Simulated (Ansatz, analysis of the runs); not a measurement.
# Conductance against length: 1,4-phenylene with amine ends, between Au (111) faces with adatoms, and longer members, part 2 of 5

Wanted: G and thermopower along the series, and a fit against length.

Ansatz 0.2.0; DFT PBE, plane waves, PAW; relaxation of a junction, electrodes held but for their tips (the session's first sound run).

So far. Step 2 (Relaxing the junction, 90 atoms, molecule oligophenyl …): The largest force component on a free atom ends at 0.037 eV/Å, under the limit of 0.05. The apex atoms end 8.03 Å apart, and their nearest bridge atoms lie at 2.27 Å (Au–N) and 2.27 Å (Au–N).

### 3. The open system, 90 atoms, molecule oligophenyl 1, amine ends, units 1

This step: DFT PBE, plane waves, PAW; transmission of a junction between electrodes (Ansatz 0.2.0).

The cell is now read as a scatterer between two semi-infinite leads, named by two sites one period apart. The scattering states in its self-consistent potential are matched to the leads' states at each energy. A mesh across the current samples the surface zone of the faces.

File input.yaml:

```yaml
crystal:
  lattice:
    - [8.8246926292, 0.0, 0.0]
    - [4.4123463146, 7.6424079975, 0.0]
    - [0.0, 0.0, 29.0614331031]
  atoms:
    - { symbol: Au, position: [0.722222222, 0.722222222, -2.3e-09] }
    - { symbol: Au, position: [0.722222222, 0.055555556, -2.3e-09] }
    - { symbol: Au, position: [0.722222222, 0.388888889, -2.3e-09] }
    - { symbol: Au, position: [0.055555556, 0.722222222, -2.3e-09] }
    - { symbol: Au, position: [0.055555556, 0.055555556, -2.3e-09] }
    - { symbol: Au, position: [0.055555556, 0.388888889, -2.3e-09] }
    - { symbol: Au, position: [0.388888889, 0.722222222, -2.3e-09] }
    - { symbol: Au, position: [0.388888889, 0.055555556, -2.3e-09] }
    - { symbol: Au, position: [0.388888889, 0.388888889, -2.3e-09] }
    - { symbol: Au, position: [0.833333333, 0.833333333, 0.0826448252] }
    - { symbol: Au, position: [0.833333333, 0.166666667, 0.0826448252] }
    - { symbol: Au, position: [0.833333333, 0.5, 0.0826448252] }
    - { symbol: Au, position: [0.166666667, 0.833333333, 0.0826448252] }
    - { symbol: Au, position: [0.166666667, 0.166666667, 0.0826448252] }
    - { symbol: Au, position: [0.166666667, 0.5, 0.0826448252] }
    - { symbol: Au, position: [0.5, 0.833333333, 0.0826448252] }
    - { symbol: Au, position: [0.5, 0.166666667, 0.0826448252] }
    - { symbol: Au, position: [0.5, 0.5, 0.0826448252] }
    - { symbol: Au, position: [0.944444444, 0.944444444, 0.1652896527] }
    - { symbol: Au, position: [0.944444444, 0.277777778, 0.1652896527] }
    - { symbol: Au, position: [0.944444444, 0.611111111, 0.1652896527] }
    - { symbol: Au, position: [0.277777778, 0.944444444, 0.1652896527] }
    - { symbol: Au, position: [0.277777778, 0.277777778, 0.1652896527] }
    - { symbol: Au, position: [0.277777778, 0.611111111, 0.1652896527] }
    - { symbol: Au, position: [0.611111111, 0.944444444, 0.1652896527] }
    - { symbol: Au, position: [0.611111111, 0.277777778, 0.1652896527] }
    - { symbol: Au, position: [0.611111111, 0.611111111, 0.1652896527] }
    - { symbol: Au, position: [0.055555556, 0.055555556, 0.2479344797] }
    - { symbol: Au, position: [0.055555556, 0.388888889, 0.2479344797] }
    - { symbol: Au, position: [0.055555556, 0.722222222, 0.2479344797] }
    - { symbol: Au, position: [0.388888889, 0.055555556, 0.2479344797] }
    - { symbol: Au, position: [0.388888889, 0.388888889, 0.2479344797] }
    - { symbol: Au, position: [0.388888889, 0.722222222, 0.2479344797] }
    - { symbol: Au, position: [0.722222222, 0.055555556, 0.2479344797] }
    - { symbol: Au, position: [0.722222222, 0.388888889, 0.2479344797] }
    - { symbol: Au, position: [0.722222222, 0.722222222, 0.2479344797] }
    - { symbol: Au, position: [0.4938356979, 0.5123239325, 0.3205390809] }
    - { symbol: "N", position: [0.5975018365, 0.3049503313, 0.3766224359] }
    - { symbol: C, position: [0.5523206339, 0.3953327196, 0.4194307563] }
    - { symbol: C, position: [0.6633404374, 0.4478342182, 0.4391183479] }
    - { symbol: C, position: [0.6112111862, 0.552118428, 0.4782370782] }
    - { symbol: C, position: [0.4476793661, 0.6046672804, 0.4979244122] }
    - { symbol: C, position: [0.3366595626, 0.5521657818, 0.4782368205] }
    - { symbol: C, position: [0.3887888138, 0.447881572, 0.4391180903] }
    - { symbol: "N", position: [0.4024981635, 0.6950496687, 0.5407327326] }
    - { symbol: H, position: [0.7288195039, 0.2307433038, 0.3708620883] }
    - { symbol: H, position: [0.5403573918, 0.2307747566, 0.3708617958] }
    - { symbol: H, position: [0.789608668, 0.4092873503, 0.4232823508] }
    - { symbol: H, position: [0.6989603616, 0.5906284637, 0.4940733846] }
    - { symbol: H, position: [0.210391332, 0.5907126497, 0.4940728177] }
    - { symbol: H, position: [0.3010396384, 0.4093715363, 0.4232817838] }
    - { symbol: H, position: [0.4596426082, 0.7692252434, 0.5464933726] }
    - { symbol: H, position: [0.2711804961, 0.7692566962, 0.5464930801] }
    - { symbol: Au, position: [0.5061643021, 0.4876760675, 0.5968160876] }
    - { symbol: Au, position: [0.277777778, 0.277777778, 0.6694206887] }
    - { symbol: Au, position: [0.277777778, 0.611111111, 0.6694206887] }
    - { symbol: Au, position: [0.277777778, 0.944444444, 0.6694206887] }
    - { symbol: Au, position: [0.611111111, 0.277777778, 0.6694206887] }
    - { symbol: Au, position: [0.611111111, 0.611111111, 0.6694206887] }
    - { symbol: Au, position: [0.611111111, 0.944444444, 0.6694206887] }
    - { symbol: Au, position: [0.944444444, 0.277777778, 0.6694206887] }
    - { symbol: Au, position: [0.944444444, 0.611111111, 0.6694206887] }
    - { symbol: Au, position: [0.944444444, 0.944444444, 0.6694206887] }
    - { symbol: Au, position: [0.388888889, 0.388888889, 0.7520655157] }
    - { symbol: Au, position: [0.388888889, 0.722222222, 0.7520655157] }
    - { symbol: Au, position: [0.388888889, 0.055555556, 0.7520655157] }
    - { symbol: Au, position: [0.722222222, 0.388888889, 0.7520655157] }
    - { symbol: Au, position: [0.722222222, 0.722222222, 0.7520655157] }
    - { symbol: Au, position: [0.722222222, 0.055555556, 0.7520655157] }
    - { symbol: Au, position: [0.055555556, 0.388888889, 0.7520655157] }
    - { symbol: Au, position: [0.055555556, 0.722222222, 0.7520655157] }
    - { symbol: Au, position: [0.055555556, 0.055555556, 0.7520655157] }
    - { symbol: Au, position: [0.5, 0.5, 0.8347103432] }
    - { symbol: Au, position: [0.5, 0.833333333, 0.8347103432] }
    - { symbol: Au, position: [0.5, 0.166666667, 0.8347103432] }
    - { symbol: Au, position: [0.833333333, 0.5, 0.8347103432] }
    - { symbol: Au, position: [0.833333333, 0.833333333, 0.8347103432] }
    - { symbol: Au, position: [0.833333333, 0.166666667, 0.8347103432] }
    - { symbol: Au, position: [0.166666667, 0.5, 0.8347103432] }
    - { symbol: Au, position: [0.166666667, 0.833333333, 0.8347103432] }
    - { symbol: Au, position: [0.166666667, 0.166666667, 0.8347103432] }
    - { symbol: Au, position: [0.611111111, 0.611111111, 0.9173551707] }
    - { symbol: Au, position: [0.611111111, 0.944444444, 0.9173551707] }
    - { symbol: Au, position: [0.611111111, 0.277777778, 0.9173551707] }
    - { symbol: Au, position: [0.944444444, 0.611111111, 0.9173551707] }
    - { symbol: Au, position: [0.944444444, 0.944444444, 0.9173551707] }
    - { symbol: Au, position: [0.944444444, 0.277777778, 0.9173551707] }
    - { symbol: Au, position: [0.277777778, 0.611111111, 0.9173551707] }
    - { symbol: Au, position: [0.277777778, 0.944444444, 0.9173551707] }
    - { symbol: Au, position: [0.277777778, 0.277777778, 0.9173551707] }
kpoints:
  mp_grid: { grid: [4, 4, 1] }
scf:
  occupations: { method: fermi_dirac, width: 0.1 }
hamiltonian:
  xc: pbe
output:
  transmission: { leads: [[81, 0]], e_range: [-0.7, 0.7], de: 0.035, kmesh: [4, 4] }
  dos: { projected: true, e_range: [-5, 4] }
  write_potential: true
  write_density: true
  volumetric_format: npy
```

On the command line:

```
$ ansatz run input.yaml --threads 16 --pin off --max-ram 61440MiB --backend cuda --events-out ev --progress --plain --runs-dir out --max-vram 78GiB
```

Numbers of over 12 decimals in the logs are rounded to 6 here.

Output:

```text
[...]
Crystal: 90 atoms, lattice volume = 1959.958 Å³
Basis set: ecut = 420 eV, 38311 PW (Γ)
Bands: 869, of which v1, the nominal top of the filled ones, is band 724 counted from 1 (723 counted from 0)
Symmetry: 2 space group operations
[...]
k-points: 10 of 16
[...]
SCF iter   1: F=—  HF=-975445.739711 eV  |F-HF|=—  |Δ(HF+E_count)|=         —  Δρ=3.90e-3  dr2=9.79e0  ethr=1.77e-3  ⟨swp⟩=5.0  Hψ=30312  notcnv=0  defer=1002
[...]
SCF iter   9: F=-975445.486824 eV  HF=-975445.486824 eV  |F-HF|=1.63e-9  |Δ(HF+E_count)|=   1.07e-8  Δρ=7.77e-7  dr2=1.56e-8  ethr=6.91e-12  ⟨swp⟩=13.4  Hψ=41414  notcnv=0
SCF 1 converged in 9 iterations: F = -975445.486824 eV  dr2 = 1.56e-8
[...]
transmission: 46 of 450 steps passed
transmission: 90 of 450 steps passed
[...]
transmission: 405 of 450 steps passed
[...]
SCF converged after 9 iterations
[...]
--- Transmission ---
  basis      : 595 plane waves across, 45 finite elements along
  points     : 10, standing for a mesh of 4 x 4
  on the GPU : 10 of these points
  filling    : by the input's occupations and mesh, since the crystals that have channels conduct as metals do. If one of these is a semiconductor, that mesh has misplaced its level
  energies   : 41 from -0.700000 to 0.700000 eV about the Fermi level, 0.035000 eV apart; the leads are filled to 0.000000 eV, and channels, transmission and decay are at 0.000000 eV
  crystal 0  : Au9, at the sites [81, 0], period 2.4018 Å, over 19.21 Å; its Hamiltonian steps by up to 31.1 meV: too much for a lead, lay more layers or, if its atoms are ordered, name the step of that order
    offset         : up to 0.0000 Å between an atom of the period and one for which it stands
    filled         : 0.1 meV over the level at which it is neutral
    channels       : 7.687500e0 a spin
    conductance    : 8.8194e14 S/m² at 300 K; may be off by some 0.0 % by where its bands' edges are placed, 11.5 % from the k-mesh, 0.0 % from the distance to neutral
  junction   : crystal 0 to crystal 0, -0.50 to 26.16 Å
    transmission   : 2.573012e-2 a spin
    conductance    : 2.9710e12 S/m² at 300 K (2.4202e12 on every other point, 2.9612e12 on every other energy)
    error estimate : 0.3 % from the energy spacing and 11.1 % from band edges of the leads and from resonances (wavevectors taken as independent; lower de), 41.4 % from the k-mesh, 18.6 % from the steps of its leads' Hamiltonians or their offsets (lay more layers), 0.0 % from the distance to neutral
    resistance     : 3.3545e-1 Ω µm² beyond half of each lead's own
```

Elapsed: 3 min, on 1 × NVIDIA GB200 with 16 threads of Arm Neoverse V2, shared host; peak memory 18 GiB.

The column dr2 measures how far the density is from self-consistency, as an energy; F and HF (Harris–Foulkes) agree once it is small.

This step gave:

```yaml
energy_at_zero_smearing: -975445.0085 eV
transmission_at_the_energy_nearest_the_fermi_level_one_spin: 0.02573
step_of_the_lead_s_hamiltonian: 31.1 meV
conductance_of_the_junction: 0.02586 G₀
conductance_of_the_bulk_lead_a_3x3_cell_mean_over_the_mesh: 7.677 G₀
channels_of_the_bulk_lead_one_spin_mean_over_the_mesh: 7.688
```

Transmission, one spin against energy, zero at the Fermi level:

| energy (eV) | transmission, one spin |
| --- | --- |
| -0.700 | 0.072 |
| -0.665 | 0.0682 |
| -0.595 | 0.0642 |
| -0.560 | 0.0632 |
| -0.490 | 0.0554 |
| -0.455 | 0.0489 |
| -0.420 | 0.0437 |
| -0.350 | 0.0370 |
| -0.315 | 0.0351 |
| -0.280 | 0.0336 |
| -0.210 | 0.0311 |
| -0.175 | 0.0300 |
| -0.105 | 0.0281 |
| -0.070 | 0.0272 |
| -0.035 | 0.0264 |
| 0.000 | 0.0257 |
| 0.035 | 0.0252 |
| 0.070 | 0.0249 |
| 0.105 | 0.0246 |
| 0.175 | 0.0256 |
| 0.210 | 0.0323 |
| 0.280 | 0.0162 |
| 0.315 | 0.0139 |
| 0.350 | 0.0127 |
| 0.420 | 0.0115 |
| 0.455 | 0.0112 |
| 0.490 | 0.0109 |
| 0.560 | 0.0105 |
| 0.595 | 0.0104 |
| 0.665 | 0.0104 |
| 0.700 | 0.0103 |

The open channels of the lead, one spin by energy, zero at the Fermi level:

energy (eV), open channels of the lead, one spin and a bar from the least value:
```
   -0.700       5.69 
   -0.665       5.81 ##
   -0.630       5.81 ##
   -0.595       5.81 ##
   -0.560       5.81 ##
   -0.525       5.81 ##
   -0.490       5.81 ##
   -0.420       6.56 #############
   -0.385       6.56 #############
   -0.350       6.56 #############
   -0.315       7.31 ########################
   -0.280       7.69 ##############################
   -0.245       7.69 ##############################
   -0.210       7.69 ##############################
   -0.175       7.69 ##############################
   -0.140       7.69 ##############################
   -0.105       7.69 ##############################
   -0.070       7.69 ##############################
   -0.035       7.69 ##############################
    0.000       7.69 ##############################
    0.035       7.69 ##############################
    0.070       7.69 ##############################
    0.105       7.69 ##############################
    0.140       7.69 ##############################
    0.175       7.69 ##############################
    0.210       7.69 ##############################
    0.245       7.31 ########################
    0.280       7.31 ########################
    0.315       7.31 ########################
    0.350       7.31 ########################
    0.385       7.31 ########################
    0.420       7.31 ########################
    0.490       7.31 ########################
    0.525       7.31 ########################
    0.560       7.31 ########################
    0.595       7.31 ########################
    0.630       7.31 ########################
    0.665       7.31 ########################
    0.700       7.31 ########################
```

The planar mean of the electrostatic potential energy, less the Fermi level oscillates, so the rows of the table below give means over windows of 1 Å about each position, cut where the curve ends. Its maxima inside the range that stand out by 2 % of the span (Å: eV): 1.2: 0.895, 3.6: 0.921, 6.1: 0.804, 8.6: 2.76, 10.3: 2.97, 11.5: 2.56, 13.2: 1.68, 15.3: 2.47, 16.4: 3.03, 17.9: 2.67, 20.6: 0.967, 23.1: 0.895, 25.6: 0.652, 27.8: 0.689. Its minima: 2.5: -16.1, 4.9: -15.8, 7.1: -15.9, 9.4: 2.17, 10.8: 1.68, 12.5: 0.00570, 14.1: 0.0302, 15.7: 1.66, 17.3: 2.18, 19.5: -16.0, 21.8: -16.2, 24.3: -16.2, 26.7: -16.1.

Table of planar mean of the electrostatic potential energy, less the Fermi level by z; means over each step:

| z (Å) | planar mean of the electrostatic potential energy, less the Fermi level (eV) |
| --- | --- |
| 0 | -13.8 |
| 1 | -2.66 |
| 2 | -10.8 |
| 3 | -7.85 |
| 4 | -4.76 |
| 5 | -13.1 |
| 6 | -1.71 |
| 7 | -12.9 |
| 8 | -4.10 |
| 9 | 2.42 |
| 10 | 2.60 |
| 11 | 2.06 |
| 12 | 1.37 |
| 13 | 0.921 |
| 14 | 0.517 |
| 15 | 2.02 |
| 16 | 2.22 |
| 17 | 2.44 |
| 18 | 2.09 |
| 19 | -9.72 |
| 20 | -8.51 |
| 21 | -4.11 |
| 22 | -13.4 |
| 23 | -1.84 |
| 24 | -12.5 |
| 25 | -5.71 |
| 26 | -6.93 |
| 27 | -11.6 |
| 28 | -2.10 |

By hand: the program gives 2.9710 × 10^12 S/m² over the cell's cross-section of 67.44 Å² = 6.744 × 10^-19 m², so one cell conducts 2.004 × 10^-6 S. Divided by G0 = 2e²/h = 7.748 × 10^-5 S this is 0.0259 G0, a resistance of 499 kΩ.

The conductance is 0.0259 G₀. The value hangs on where a semilocal functional puts the molecule's levels, which is known only roughly. The lead's Hamiltonian steps by 31.1 meV, which the program calls too much for a lead. The largest term of the program's error estimate is 41 %, from the k-mesh.

### 4. Conductance and thermopower from T(E), 90 atoms

This step: Landauer integrals over the computed T(E), interpolated linearly between its energies (analysis of the runs above).

Conductance and thermopower are moments of T(E) over the thermal window; sliding the window along E stands for a gate that leaves T(E) rigid.

Numbers from this step:

```yaml
conductance_at_300_k_interpolated_from_t_e: 0.02588 G₀
thermopower_at_300_k: 4.525 μV/K
lorenz_number_over_l0: 1.016
```

T(E) held rigid; rough near sharp steps of T(E). Table of conductance at 300 K by shift of the leads' level:

| shift of the leads' level (eV) | conductance at 300 K (G₀) |
| --- | --- |
| -0.350 | 0.0378 |
| -0.300 | 0.0348 |
| -0.250 | 0.0326 |
| -0.200 | 0.0309 |
| -0.150 | 0.0294 |
| -0.100 | 0.028 |
| -0.050 | 0.0268 |
| 0.000 | 0.0259 |
| 0.050 | 0.0252 |
| 0.100 | 0.0250 |
| 0.150 | 0.0256 |
| 0.200 | 0.0260 |
| 0.250 | 0.0217 |
| 0.300 | 0.0163 |
| 0.350 | 0.0134 |

T(E) held rigid; rough near sharp steps of T(E). Table of thermopower at 300 K by shift of the leads' level:

| shift of the leads' level (eV) | thermopower at 300 K (μV/K) |
| --- | --- |
| -0.350 | 14.7 |
| -0.300 | 10.9 |
| -0.250 | 8.79 |
| -0.200 | 7.74 |
| -0.150 | 7.13 |
| -0.100 | 6.60 |
| -0.050 | 5.81 |
| 0.000 | 4.53 |
| 0.050 | 2.51 |
| 0.100 | -0.669 |
| 0.150 | -3.17 |
| 0.200 | 9.93 |
| 0.250 | 34.9 |
| 0.300 | 36.6 |
| 0.350 | 22.7 |

The two levels move by half the bias each and T(E) is held rigid. Table of current from the zero-bias T(E) by bias:

| bias (V) | current from the zero-bias T(E) (μA) |
| --- | --- |
| 0.000 | 0 |
| 0.100 | 0.201 |
| 0.200 | 0.404 |
| 0.300 | 0.613 |
| 0.400 | 0.830 |
| 0.500 | 1.05 |
| 0.600 | 1.25 |
| 0.700 | 1.45 |
| 0.800 | 1.65 |

By hand, Mott's formula: S = −(π²k²T/3e) d ln T/dE, and π²k²T/3e = 7.33 μV/K × eV at 300 K. The computed T is 0.0272 at -0.070 eV and 0.0249 at +0.070 eV, so d ln T/dE ≈ -0.623 per eV and S ≈ 4.57 μV/K, against 4.52 from the integrals.

The thermopower is 4.52 μV/K. The Lorenz ratio is 1.02, where the Wiedemann-Franz law gives 1. These values rest on a semilocal level alignment and on the mesh across the current. Moving the level by up to 0.1 eV either way gives -0.67 to 6.6 μV/K.

(Part 2 of 5 ends here.)

[Logs are printed without paths, hosts, clocks, repeated set-up lines and the standing remarks that a program may print on its own settings, such as how far it seeks lower states.]

[Hosts, paths, dates, database ids (printed as entryN), source tags and the programs' standing remarks are cut or masked in the printed files.]
